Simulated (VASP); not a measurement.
# CaO (Lime) (Fm-3m) in VASP: a series of runs

Runs on CaO (Lime). Level: PBE+D3(BJ). Tasks: relaxation of the atoms.

Everything below comes from runs of VASP 6.6.1. Logs are shortened: lines on timing, memory, paths and dates and some standing lists are left out, and cuts for length are marked.

### 1 The crystal as given

The structure is cubic, space group Fm-3m (No. 225). The conventional cell has a = 4.791 Å, b = 4.791 Å, c = 4.791 Å, α = 90.00°, β = 90.00°, γ = 90.00°. Around Ca (site symmetry m-3m) lie 6 O at 2.40 Å. Around O (site symmetry m-3m) lie 6 Ca at 2.40 Å.

### 2 Relaxation of the atoms, PBE+D3(BJ) (a relaxed cell with its volume scaled by 0.94)

File INCAR:

```
ALGO = Normal
EDIFF = 1E-7
EDIFFG = -0.01
ENCUT = 600
GGA = PE
IBRION = 2
ISIF = 2
ISMEAR = 0
IVDW = 12
LASPH = T
LCHARG = F
LREAL = F
LWAVE = F
NELM = 80
NSW = 40
PREC = Accurate
SIGMA = 0.03
```

File KPOINTS:

```
k-points
0
Gamma
  10 10 10
```

File POSCAR:

```
CaO                                     
1.0
    0.0000000000      2.3463872800      2.3463872800
    2.3463872800      0.0000000000      2.3463872800
    2.3463872800      2.3463872800      0.0000000000
  Ca              O             
     1     1
Direct
     0.0000000000000000    0.0000000000000000    0.0000000000000000
     0.5000000000000000    0.5000000000000000    0.5000000000000000
```

Potentials or basis: VASP PAW PBE potentials, release 64 (Ca_sv, O).

On the command line:

```console
cat potpaw_PBE.64/Ca_sv/POTCAR potpaw_PBE.64/O/POTCAR > POTCAR
mpirun -np 1 vasp_std > vasp.out
```

OUTCAR:

```text
EDIFF = 1E-7
   EDIFFG = -0.01
   ENCUT = 600
   GGA = PE
   IBRION = 2
   ISIF = 2
   ISMEAR = 0
   IVDW = 12
   LASPH = T
   LREAL = F
   NELM = 80
   NSW = 40
   PREC = Accurate
 IVDW          = 12

 ion  position               nearest neighbor table
   1  0.000  0.000  0.000-   2 2.35   2 2.35   2 2.35   2 2.35   2 2.35   2 2.35
   2  0.500  0.500  0.500-   1 2.35   1 2.35   1 2.35   1 2.35   1 2.35   1 2.35

  LATTYP: Found a face centered cubic cell.
 ALAT       =     4.6927745600

  Lattice vectors:

 A1 = (   0.0000000000,   2.3463872800,   2.3463872800)
 A2 = (   2.3463872800,   0.0000000000,   2.3463872800)
 A3 = (   2.3463872800,   2.3463872800,   0.0000000000)

Analysis of symmetry for initial positions (statically):
=====================================================================
 Subroutine PRICEL returns:
 Original cell was already a primitive cell.

 Routine SETGRP: Setting up the symmetry group for a
 face centered cubic supercell.

 Subroutine GETGRP returns: Found 48 space group operations
 (whereof 48 operations were pure point group operations)
 out of a pool of 48 trial point group operations.

The static configuration has the point symmetry O_h .

Analysis of symmetry for dynamics (positions and initial velocities):
=====================================================================
 Subroutine PRICEL returns:
 Original cell was already a primitive cell.

 Routine SETGRP: Setting up the symmetry group for a
 face centered cubic supercell.

 Subroutine GETGRP returns: Found 48 space group operations
 (whereof 48 operations were pure point group operations)
 out of a pool of 48 trial point group operations.

The dynamic configuration has the point symmetry O_h .

 Subroutine INISYM returns: Found 48 space group operations
 (whereof 48 operations are pure point group operations),
 and found     1 'primitive' translations

----------------------------------------------------------------------------------------

                                     Primitive cell

  volume of cell :      25.8362

  direct lattice vectors                    reciprocal lattice vectors
     0.000000000  2.346387280  2.346387280    -0.213093552  0.213093552  0.213093552
     2.346387280  0.000000000  2.346387280     0.213093552 -0.213093552  0.213093552
     2.346387280  2.346387280  0.000000000     0.213093552  0.213093552 -0.213093552

  length of vectors
     3.318292714  3.318292714  3.318292714     0.369088859  0.369088859  0.369088859

  position of ions in fractional coordinates (direct lattice)
     0.000000000  0.000000000  0.000000000
     0.500000000  0.500000000  0.500000000

  ion indices of the primitive-cell ions
   primitive index   ion index
                 1           1
                 2           2

----------------------------------------------------------------------------------------

 KPOINTS: k-points

Automatic generation of k-mesh.
 Grid dimensions read from file:
 generate k-points for:   10   10   10

 Generating k-lattice:

  Cartesian coordinates                     Fractional coordinates (reciprocal lattice)
    -0.021309355  0.021309355  0.021309355     0.100000000  0.000000000  0.000000000
     0.021309355 -0.021309355  0.021309355     0.000000000  0.100000000  0.000000000
     0.021309355  0.021309355 -0.021309355     0.000000000  0.000000000  0.100000000

  Length of vectors
     0.036908886  0.036908886  0.036908886

  Shift w.r.t. Gamma in fractional coordinates (k-lattice)
     0.000000000  0.000000000  0.000000000

 Subroutine IBZKPT returns following result:
 ===========================================

 Found     47 irreducible k-points:

 Following reciprocal coordinates:
            Coordinates               Weight
  0.000000  0.000000  0.000000      1.000000
  0.100000  0.000000  0.000000      8.000000
  0.200000  0.000000  0.000000      8.000000
  0.300000  0.000000  0.000000      8.000000
  0.400000  0.000000  0.000000      8.000000
  0.500000  0.000000  0.000000      4.000000
[... 16 lines left out ...]
  0.300000  0.300000  0.000000      6.000000
  0.400000  0.300000  0.000000     24.000000
 [... further k-points ...]
   k-points           NKPTS =     47   k-points in BZ     NKDIM =     47   number of bands    NBANDS=     12
   number of dos      NEDOS =    301   number of ions     NIONS =      2
   total plane-waves  NPLWV =  21952
   dimension x,y,z NGX =    28 NGY =   28 NGZ =   28
   dimension x,y,z NGXF=    56 NGYF=   56 NGZF=   56
   ions per type =               1   1
   NGX,Y,Z   is equivalent  to a cutoff of  14.03, 14.03, 14.03 a.u.
   NGXF,Y,Z  is equivalent  to a cutoff of  28.06, 28.06, 28.06 a.u.
 SYSTEM =  unknown system
   PREC   = accura    normal or accurate (medium, high low for compatibility)
   ISTART =      0    job   : 0-new  1-cont  2-samecut
   ICHARG =      2    charge: 1-file 2-atom 10-const
   ISPIN  =      1    spin polarized calculation?
   LNONCOLLINEAR =      F non collinear calculations
   LSORBIT =      F    spin-orbit coupling
   LASPH  =      T    aspherical Exc in radial PAW
   ENCUT  =  600.0 eV  44.10 Ry    6.64 a.u.   6.63  6.63  6.63*2*pi/ulx,y,z
   NELM   =     80;   NELMIN=  2; NELMDL= -5     # of ELM steps
   EDIFF  = 0.1E-06   stopping-criterion for ELM
   LREAL  =      F    real-space projection
   EDIFFG = -.1E-01   stopping-criterion for IOM
   NSW    =     40    number of steps for IOM
   IBRION =      2    ionic relax: 0-MD 1-quasi-New 2-CG
   NFREE  =      1    steps in history (QN), initial steepest desc. (CG)
   ISIF   =      2    stress and relaxation
   ISYM   =      2    0-nonsym 1-usesym 2-fastsym
   POTIM  = 0.5000    time-step for ionic-motion
   TEBEG  =    0.0;   TEEND  =   0.0 temperature during run
   PSTRESS=    0.0 pullay stress
   NELECT =      16.0000    total number of electrons
   NUPDOWN=      -1.0000    fix difference up-down
   EMIN   =  10.00;   EMAX   =-10.00  energy-range for DOS
   EFERMI =   0.00;   METHOD = LEGACY
   ISMEAR =     0;   SIGMA  =   0.03  broadening in eV -4-tet -1-fermi 0-gaus
   EFERMI_NEDOS =   21; number of points for ismear=-14 and -15
   IALGO  =     38    algorithm
   IMIX   =      4    mixing-type and parameters
     AMIX     =   0.40;   BMIX     =  1.00
     AMIX_MAG =   1.60;   BMIX_MAG =  1.00
  volume/ion in A,a.u.               =      12.92        87.18
  Fermi-wavevector in a.u.,A,eV,Ry     =   1.395421  2.636963 26.493246  1.947199
  Thomas-Fermi vector in A             =   2.518874
   LORBIT       =      0    0 simple, 1 ext, 2 COOP (PROOUT), +10 PAW based schemes
   GGA     = PE    functional components
   LHFCALC =     F    Hartree Fock is set to
   AEXX    =    0.0000 exact exchange contribution
   IVDW    =    12    specifies the selected vdW correction
   LEPSILON=     F    determine dielectric tensor
   LRPA    =     F    only Hartree local field effects (RPA)
 conjugate gradient relaxation of ions
 non-spin polarized calculation
 Gauss-broadening in eV      SIGMA  =   0.03
  energy-cutoff  :      600.00
  volume of cell :       25.84
 maximum number of plane-waves:       889
   NGX = 13   NGY = 13   NGZ = 13

 number of electron      16.0000000 magnetization

 Free energy of the ion-electron system (eV)
  ---------------------------------------------------
  ext. energy  EPLUGINS =         0.00000000
  ---------------------------------------------------
  free energy    TOTEN  =       -12.72045782 eV

  energy without entropy =      -12.72045782  energy(sigma->0) =      -12.72045782

 E-fermi :   3.0332     XC(G=0): -10.8308

 val. band max:        2.7730512059   @ k =   0.0000   0.0000   0.0000
 cond. band min:       6.3755523321   @ k =   0.5000   0.5000   0.0000
 fundamental gap:      3.6025011261
 Fermi energy:         3.0331853026

 k-point     1 :       0.0000    0.0000    0.0000
  band No.  band energies     occupation
      1     -34.5806      2.00000
      2     -15.2840      2.00000
      3     -15.2840      2.00000
      4     -15.2840      2.00000
      5     -12.9005      2.00000
      6       2.7731      2.00000
      7       2.7731      2.00000
      8       2.7731      2.00000
      9       8.0952      0.00000
     10       9.1682      0.00000
     11       9.1682      0.00000
     12       9.1682      0.00000

 k-point     2 :       0.1000    0.0000    0.0000
  band No.  band energies     occupation
      1     -34.5673      2.00000
      2     -15.4912      2.00000
      3     -15.2902      2.00000
      4     -15.2902      2.00000
      5     -12.6893      2.00000
      6       2.3983      2.00000
      7       2.6141      2.00000
      8       2.6141      2.00000
      9       8.5599      0.00000
     10       9.1392      0.00000
     11       9.3553      0.00000
     12       9.3553      0.00000

 k-point     3 :       0.2000    0.0000    0.0000
  band No.  band energies     occupation
      1     -34.5321      2.00000
      2     -15.9269      2.00000
      3     -15.3063      2.00000
      4     -15.3063      2.00000
      5     -12.2423      2.00000
      6       1.5838      2.00000
      7       2.2358      2.00000
      8       2.2358      2.00000
      9       9.1347      0.00000
     10       9.6798      0.00000
     11       9.8728      0.00000
     12       9.8728      0.00000
[... 286 lines left out ...]
 k-point    23 :       0.3000    0.3000    0.0000
  band No.  band energies     occupation
      1     -34.4599      2.00000
      2     -16.0683      2.00000
      3     -15.4736      2.00000
      4     -15.4736      2.00000
      5     -12.2402      2.00000
      6       0.9438      2.00000
      7       2.4311      2.00000
      8       2.4311      2.00000
      9       7.1281      0.00000
     10      10.4170      0.00000
     11      11.5960      0.00000
     12      11.7497      0.00000

 k-point    24 :       0.4000    0.3000    0.0000
  band No.  band energies     occupation
      1     -34.4324      2.00000
      2     -16.1394      2.00000
      3     -15.5384      2.00000
      4     -15.5023      2.00000
      5     -12.2622      2.00000
      6       1.0426      2.00000
      7       2.2047      2.00000
      8       2.3095      2.00000
      9       7.1005      0.00000
     10      10.9879      0.00000
     11      11.9607      0.00000
     12      12.0838      0.00000

 [... further k-points ...]

------------------------ aborting loop because EDIFF is reached ----------------------------------------

 Edisp (eV)   -0.58626

 E8    (eV) :    -0.2632

  FORCE on cell =-STRESS in cart. coord.  units (eV):
  Direction    XX          YY          ZZ          XY          YZ          ZX
  --------------------------------------------------------------------------------------
  -------------------------------------------------------------------------------------
  Total       1.29080     1.29080     1.29080     0.00000    -0.00000     0.00000
  in kB      80.04590    80.04590    80.04590     0.00000    -0.00000     0.00000
  external pressure =       80.05 kB  Pullay stress =        0.00 kB

 VOLUME and BASIS-vectors are now :
 -----------------------------------------------------------------------------
  energy-cutoff  :      600.00
  volume of cell :       25.84
      direct lattice vectors                 reciprocal lattice vectors
     0.000000000  2.346387280  2.346387280    -0.213093552  0.213093552  0.213093552
     2.346387280  0.000000000  2.346387280     0.213093552 -0.213093552  0.213093552
     2.346387280  2.346387280  0.000000000     0.213093552  0.213093552 -0.213093552

 POSITION                                       TOTAL-FORCE (eV/Angst)
 -----------------------------------------------------------------------------------
      0.00000      0.00000      0.00000        -0.000000      0.000000      0.000000
      2.34639      2.34639      2.34639         0.000000     -0.000000     -0.000000
 -----------------------------------------------------------------------------------
    total drift:                                0.000000      0.000000      0.000000

  FREE ENERGIE OF THE ION-ELECTRON SYSTEM (eV)
  ---------------------------------------------------
  free  energy   TOTEN  =       -13.3067174055 eV

  energy  without entropy=      -13.3067174055  energy(sigma->0) =      -13.30671741

 reached required accuracy - stopping structural energy minimisation
```

Wall time 12 s (1 thread of AMD EPYC 9R45 (Zen 5), shared host); peak memory 0.15 GiB.

What came out:

* Free energy: -13.3067 eV
* Pressure after relaxing: 8.0 GPa
* Band gap on the k mesh: 3.60 eV, indirect (least direct gap 3.96 eV)
* Dispersion energy per atom: -0.293 eV

Final structure:
```
CELL_PARAMETERS angstrom
0.00000 2.34639 2.34639
2.34639 0.00000 2.34639
2.34639 2.34639 0.00000
ATOMIC_POSITIONS crystal
Ca 0.00000 0.00000 0.00000
O 0.50000 0.50000 0.50000
```

Caveat: the relaxation stopped at its first step, so nothing moved.

### 3 Relaxation of the atoms, PBE+D3(BJ) (a relaxed cell with its volume scaled by 0.96)

INCAR is that of step 2.

KPOINTS is that of step 2.

File POSCAR:

```
CaO                                     
1.0
    0.0000000000      2.3629116785      2.3629116785
    2.3629116785      0.0000000000      2.3629116785
    2.3629116785      2.3629116785      0.0000000000
  Ca              O             
     1     1
Direct
     0.0000000000000000    0.0000000000000000    0.0000000000000000
     0.5000000000000000    0.5000000000000000    0.5000000000000000
```

Potentials or basis: VASP PAW PBE potentials, release 64 (Ca_sv, O).

On the command line:

```console
cat potpaw_PBE.64/Ca_sv/POTCAR potpaw_PBE.64/O/POTCAR > POTCAR
mpirun -np 1 vasp_std > vasp.out
```

OUTCAR:

```text
EDIFF = 1E-7
   EDIFFG = -0.01
   ENCUT = 600
   GGA = PE
   IBRION = 2
   ISIF = 2
   ISMEAR = 0
   IVDW = 12
   LASPH = T
   LREAL = F
   NELM = 80
   NSW = 40
   PREC = Accurate
 IVDW          = 12

 ion  position               nearest neighbor table
   1  0.000  0.000  0.000-   2 2.36   2 2.36   2 2.36   2 2.36   2 2.36   2 2.36
   2  0.500  0.500  0.500-   1 2.36   1 2.36   1 2.36   1 2.36   1 2.36   1 2.36

  LATTYP: Found a face centered cubic cell.
 ALAT       =     4.7258233570

  Lattice vectors:

 A1 = (   0.0000000000,   2.3629116785,   2.3629116785)
 A2 = (   2.3629116785,   0.0000000000,   2.3629116785)
 A3 = (   2.3629116785,   2.3629116785,   0.0000000000)

Analysis of symmetry for initial positions (statically):
=====================================================================
 Subroutine PRICEL returns:
 Original cell was already a primitive cell.

 Routine SETGRP: Setting up the symmetry group for a
 face centered cubic supercell.

 Subroutine GETGRP returns: Found 48 space group operations
 (whereof 48 operations were pure point group operations)
 out of a pool of 48 trial point group operations.

The static configuration has the point symmetry O_h .
[... 179 lines left out ...]
      8       2.6446      2.00000
      9       7.7831      0.00000
     10       8.9922      0.00000
     11       8.9922      0.00000
     12       8.9922      0.00000
[... 331 lines left out ...]
 k-point    24 :       0.4000    0.3000    0.0000
  band No.  band energies     occupation
      1     -34.6539      2.00000
      2     -16.3000      2.00000
      3     -15.7491      2.00000
      4     -15.7158      2.00000
      5     -12.3862      2.00000
      6       0.9291      2.00000
      7       2.0801      2.00000
      8       2.1836      2.00000
      9       6.9685      0.00000
     10      10.6899      0.00000
     11      11.7120      0.00000
     12      11.8230      0.00000

 [... further k-points ...]

------------------------ aborting loop because EDIFF is reached ----------------------------------------

 Edisp (eV)   -0.57362

 E8    (eV) :    -0.2575

  FORCE on cell =-STRESS in cart. coord.  units (eV):
  Direction    XX          YY          ZZ          XY          YZ          ZX
  --------------------------------------------------------------------------------------
  -------------------------------------------------------------------------------------
  Total       0.83100     0.83100     0.83100    -0.00000     0.00000     0.00000
  in kB      50.45880    50.45880    50.45880    -0.00000     0.00000     0.00000
  external pressure =       50.46 kB  Pullay stress =        0.00 kB

 VOLUME and BASIS-vectors are now :
 -----------------------------------------------------------------------------
  energy-cutoff  :      600.00
  volume of cell :       26.39
      direct lattice vectors                 reciprocal lattice vectors
     0.000000000  2.362911679  2.362911679    -0.211603339  0.211603339  0.211603339
     2.362911679  0.000000000  2.362911679     0.211603339 -0.211603339  0.211603339
     2.362911679  2.362911679  0.000000000     0.211603339  0.211603339 -0.211603339

 POSITION                                       TOTAL-FORCE (eV/Angst)
 -----------------------------------------------------------------------------------
      0.00000      0.00000      0.00000         0.000000      0.000000      0.000000
      2.36291      2.36291      2.36291        -0.000000     -0.000000     -0.000000
 -----------------------------------------------------------------------------------
    total drift:                                0.000000      0.000000      0.000000

  FREE ENERGIE OF THE ION-ELECTRON SYSTEM (eV)
  ---------------------------------------------------
  free  energy   TOTEN  =       -13.3299574452 eV

  energy  without entropy=      -13.3299574452  energy(sigma->0) =      -13.32995745

 reached required accuracy - stopping structural energy minimisation
```

OSZICAR:

```text
N       E                     dE             d eps       ncg     rms          rms(c)
DAV:   1     0.143631264315E+03    0.14363E+03   -0.95359E+03  1128   0.154E+03
DAV:   2    -0.742414523876E+01   -0.15106E+03   -0.14175E+03  1324   0.365E+02
DAV:   3    -0.142377100185E+02   -0.68136E+01   -0.67582E+01  1444   0.804E+01
DAV:   4    -0.144737680484E+02   -0.23606E+00   -0.23581E+00  1576   0.130E+01
DAV:   5    -0.144770626887E+02   -0.32946E-02   -0.32945E-02  1448   0.153E+00    0.858E+00
DAV:   6    -0.127917862565E+02    0.16853E+01   -0.84824E+00  1296   0.278E+01    0.351E+00
DAV:   7    -0.127576860843E+02    0.34100E-01   -0.68125E-01  1504   0.833E+00    0.172E+00
DAV:   8    -0.127580598496E+02   -0.37377E-03   -0.82235E-02  1232   0.331E+00    0.434E-01
DAV:   9    -0.127559061102E+02    0.21537E-02   -0.25350E-02  1416   0.138E+00    0.135E-01
DAV:  10    -0.127562907206E+02   -0.38461E-03   -0.21725E-03  1236   0.485E-01    0.263E-02
DAV:  11    -0.127563565005E+02   -0.65780E-04   -0.36410E-04  1592   0.164E-01    0.306E-02
DAV:  12    -0.127563405346E+02    0.15966E-04   -0.64891E-05  1308   0.905E-02    0.414E-03
DAV:  13    -0.127563405876E+02   -0.53040E-07   -0.41712E-06  1488   0.212E-02    0.914E-04
DAV:  14    -0.127563404531E+02    0.13448E-06   -0.20407E-07  1380   0.457E-03    0.337E-04
DAV:  15    -0.127563405314E+02   -0.78301E-07   -0.22931E-08   688   0.206E-03
   1 F= -.13329957E+02 E0= -.13329957E+02  d E =-.133300E+02
```

CONTCAR:

```text
CaO
   1.00000000000000
     0.0000000000000000    2.3629116785000002    2.3629116785000002
     2.3629116785000002    0.0000000000000000    2.3629116785000002
     2.3629116785000002    2.3629116785000002    0.0000000000000000
  Ca              O
     1     1
Direct
     0.0000000000000000    0.0000000000000000    0.0000000000000000
     0.5000000000000000    0.5000000000000000    0.5000000000000000

  0.00000000E+00  0.00000000E+00  0.00000000E+00
  0.00000000E+00  0.00000000E+00  0.00000000E+00
```

Run time: 12 s. Hardware: 1 thread of AMD EPYC 9R45 (Zen 5), shared host; peak memory 0.15 GiB.

What came out:

| Property | Result |
| --- | --- |
| Free energy | -13.3300 eV |
| Pressure after relaxing | 5.0 GPa |
| Band gap on the k mesh | 3.62 eV, indirect (least direct gap 3.98 eV) |
| Dispersion energy per atom | -0.287 eV |

Final structure:
```
CELL_PARAMETERS angstrom
0.00000 2.36291 2.36291
2.36291 0.00000 2.36291
2.36291 2.36291 0.00000
ATOMIC_POSITIONS crystal
Ca 0.00000 0.00000 0.00000
O 0.50000 0.50000 0.50000
```

Caveat: the relaxation stopped at its first step, so nothing moved. A k mesh can miss the band edges.

(Part 1 of 2 ends here.)
